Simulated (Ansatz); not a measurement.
Wurtzite GaN (r2SCAN geometry), in Ansatz:

```
Ga N
1.0
     3.18315    0.00000    0.00000
    -1.59157    2.75669    0.00000
     0.00000    0.00000    5.18363
Ga N
2 2
Direct
  0.33333 0.66667 0.99911
  0.66667 0.33333 0.49911
  0.33333 0.66667 0.37589
  0.66667 0.33333 0.87589
```

G0W0@PBE with 171 empty bands, a screening cutoff of 140 eV and a 6×6×4 mesh (PAW, contour deformation) gives 3.080 eV over the mesh points, from a PBE gap of 1.933 eV; it sums over 189 bands with 161 plane waves in the screening and a wave cutoff of 420 eV. The G0W0 figures hold for the stated bands, cutoff and mesh and aren't extrapolated. No spin polarisation and no zero-point or thermal motion.

(1) Estimate the gap with starting point HSE06.

(2) Another run gave a Kohn-Sham gap of 1.933 eV and a G0W0 gap of 3.059 eV, summing over 332 bands with 313 plane waves in the screening and a wave cutoff of 420 eV. What was changed?

(3) Estimate the gap with starting point r2SCAN.

(4) Estimate the gap with potentials of the kind norm-conserving.

Answers

(1) 3.677 eV (+0.597 eV), from a Kohn-Sham gap of 3.199 eV.

(2) Empty bands 314, screening cutoff 210 eV. The counts of bands and plane waves show it.

(3) 3.318 eV (+0.238 eV), from a Kohn-Sham gap of 2.350 eV.

(4) 3.136 eV (+0.056 eV), from a Kohn-Sham gap of 1.954 eV.

With a shallow d shell on the cation, G0W0 converges slowly in bands and cutoff, so these values are in doubt.
